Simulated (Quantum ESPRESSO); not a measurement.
# Au in Quantum ESPRESSO: a series of runs, part 2 of 2

Quantum ESPRESSO 7.5. The steps go on from the part before.

### Step 4. Work function, PBE

pw.in

```
&CONTROL
  calculation = 'scf'
  prefix = 'pwscf'
  outdir = './tmp'
  pseudo_dir = './pseudo'
  tprnfor = .true.
  disk_io = 'low'
/
&SYSTEM
  ibrav = 0
  celldm(1) = 8
  nat = 5
  ntyp = 1
  ecutwfc = 38
  nbnd = 61
  occupations = 'smearing'
  smearing = 'fd'
  degauss = 0.00367493
/
&ELECTRONS
  conv_thr = 5d-09
  electron_maxstep = 150
  mixing_beta = 0.3
  mixing_mode = 'local-TF'
/
ATOMIC_SPECIES
Au   196.9666 Au.upf
CELL_PARAMETERS alat
  0.6850253447004   0.0000000000000   0.0000000000000
 -0.3425126723381   0.5932493507397   0.0000000000000
  0.0000000000000   0.0000000000000   5.8487023557168
ATOMIC_POSITIONS crystal
Au     0.6666666667    0.3333333334    0.3029079160
Au     0.3333333333    0.6666666666    0.4014539580
Au     0.6666666667    0.3333333334    0.5000000000
Au     0.3333333333    0.6666666666    0.5985460420
Au     0.6666666667    0.3333333334    0.6970920840
K_POINTS automatic
11 11 1 0 0 0
```

pp_density.in

```
&INPUTPP
  prefix = 'pwscf'
  outdir = './tmp'
  filplot = 'density.dat'
  plot_num = 0
/
&PLOT
  nfile = 1
  filepp(1) = 'density.dat'
  iflag = 3
  output_format = 6
  fileout = 'density.cube'
/
```

pp_potential.in

```
&INPUTPP
  prefix = 'pwscf'
  outdir = './tmp'
  filplot = 'potential.dat'
  plot_num = 11
/
&PLOT
  nfile = 1
  filepp(1) = 'potential.dat'
  iflag = 3
  output_format = 6
  fileout = 'potential.cube'
/
```

pp_elf.in

```
&INPUTPP
  prefix = 'pwscf'
  outdir = './tmp'
  filplot = 'elf.dat'
  plot_num = 8
/
&PLOT
  nfile = 1
  filepp(1) = 'elf.dat'
  iflag = 3
  output_format = 6
  fileout = 'elf.cube'
/
```

Potentials or basis: PseudoDojo 0.4.1 SR PBE standard.

Command:

```
$ OMP_NUM_THREADS=1 mpirun -n 2 pw.x -nk 2 -in pw.in > pw.out
$ OMP_NUM_THREADS=1 mpirun -n 1 pp.x -in pp_density.in > pp_density.out
$ OMP_NUM_THREADS=1 mpirun -n 1 pp.x -in pp_potential.in > pp_potential.out
$ OMP_NUM_THREADS=1 mpirun -n 1 pp.x -in pp_elf.in > pp_elf.out
```

pw.out:

```text
This program is part of the open-source Quantum ESPRESSO suite
     for quantum simulation of materials; please cite
[... 13 lines left out ...]
     --------------------
     sticks:   dense  smooth     PW     G-vecs:    dense   smooth      PW
     Sum         313     313     97                38643    38643    6667

     Using Slab Decomposition

     bravais-lattice index     =            0
     lattice parameter (alat)  =       8.0000  a.u.
     unit-cell volume          =    1216.9518 (a.u.)^3
     number of atoms/cell      =            5
     number of atomic types    =            1
     number of electrons       =        95.00
     number of Kohn-Sham states=           61
     kinetic-energy cutoff     =      38.0000  Ry
     charge density cutoff     =     152.0000  Ry
     scf convergence threshold =      5.0E-09
     mixing beta               =       0.3000
     number of iterations used =            8  local-TF  mixing
     Exchange-correlation= PBE
                           (   1   4   3   4   0   0   0)

     celldm(1)=   8.000000  celldm(2)=   0.000000  celldm(3)=   0.000000
     celldm(4)=   0.000000  celldm(5)=   0.000000  celldm(6)=   0.000000

     crystal axes: (cart. coord. in units of alat)
               a(1) = (   0.685025   0.000000   0.000000 )
               a(2) = (  -0.342513   0.593249   0.000000 )
               a(3) = (   0.000000   0.000000   5.848702 )

[... 66 lines left out ...]
     Threshold (ethr) on eigenvalues was too large:
     Diagonalizing with lowered threshold

     Davidson diagonalization with overlap
     ethr =  3.98E-04,  avg # of iterations =  2.1

     negative rho (up, down):  3.214E-03 0.000E+00
[... 117 lines left out ...]
     iteration # 15     ecut=    38.00 Ry     beta= 0.30
     Davidson diagonalization with overlap
     ethr =  4.41E-11,  avg # of iterations =  2.0

     End of self-consistent calculation

          k = 0.0000 0.0000 0.0000 (  4915 PWs)   bands (ev):

   -97.9659 -97.8559 -97.8494 -97.6075 -97.5977 -50.0429 -49.9591 -49.9591
   -49.9267 -49.8999 -49.8383 -49.8383 -49.8373 -49.8373 -49.6191 -49.6191
   -49.6188 -49.6188 -49.5918 -49.5905  -1.9602  -1.1830  -0.3459   0.1642
     0.1853   2.3050   2.4201   2.5439   2.5439   2.6481   2.6481   2.7865
     2.7865   2.7880   2.9980   2.9980   3.0282   3.0282   3.7672   3.7672
     3.8903   4.1958   4.1958   4.5546   4.5546   4.8496   4.8496   4.8997
     4.8997   6.0557   6.9860  11.1322  11.9807  12.0447  13.5106  14.0402
    16.0990  16.5090  19.2506  19.3306  21.4555
[... 157 lines left out ...]
   -97.9006 -97.8017 -97.7707 -97.5408 -97.5304 -50.0827 -50.0527 -50.0115
   -49.9580 -49.9497 -49.9282 -49.9238 -49.9034 -49.8998 -49.7370 -49.7368
   -49.7085 -49.7084 -49.5751 -49.5746   1.2120   1.3304   1.5056   1.5974
     1.8060   1.9493   1.9561   2.1041   2.2717   2.5339   2.5769   2.7035
     3.0248   3.0385   3.3586   3.3614   3.4361   3.6154   4.0532   4.5193
     4.5552   4.6803   4.8030   4.8916   4.9591   9.4083   9.6379  10.0207
    10.4810  10.9789  11.5334  11.8075  12.0023  12.8751  13.5361  14.0791
    14.2327  14.8944  15.5713  16.3632  16.9890

     the Fermi energy is     7.0597 ev

!    total energy              =   -1480.86958321 Ry
     estimated scf accuracy    <          4.6E-09 Ry
     smearing contrib. (-TS)   =      -0.00146742 Ry
     internal energy E=F+TS    =   -1480.86811579 Ry

     The total energy is F=E-TS. E is the sum of the following terms:
     one-electron contribution =   -9436.62629313 Ry
     hartree contribution      =    4727.14967115 Ry
     xc contribution           =    -260.24733560 Ry
     ewald contribution        =    3488.85584179 Ry

     convergence has been achieved in  15 iterations

     Forces acting on atoms (cartesian axes, Ry/au):

     atom    1 type  1   force =     0.00000000    0.00000000   -0.00414391
     atom    2 type  1   force =     0.00000000   -0.00000000    0.00397738
     atom    3 type  1   force =     0.00000000   -0.00000000    0.00000000
     atom    4 type  1   force =     0.00000000    0.00000000   -0.00397738
     atom    5 type  1   force =     0.00000000    0.00000000    0.00414391

     Total force =     0.008123     Total SCF correction =     0.000341

=------------------------------------------------------------------------------=
   JOB DONE.
=------------------------------------------------------------------------------=
```

Run time: 67 s. Hardware: 2 MPI ranks of Arm Neoverse V2, shared host; peak memory 0.28 GiB.

The run converged, but some of its settings lie outside the range that counts as converged, so its numbers aren't taken as properties of the slab.

Results:

```yaml
Free_energy: -20148.2571 eV
Largest_force: 0.107 eV/Å
Band_gap_on_the_k_mesh: none (metal or under the smearing width)
Work_function_of_the_upper_face: 5.11 eV
Work_function_of_the_lower_face: 5.11 eV
```

Caveat: the cutoff lies well under what these potentials need, so the values aren't converged.
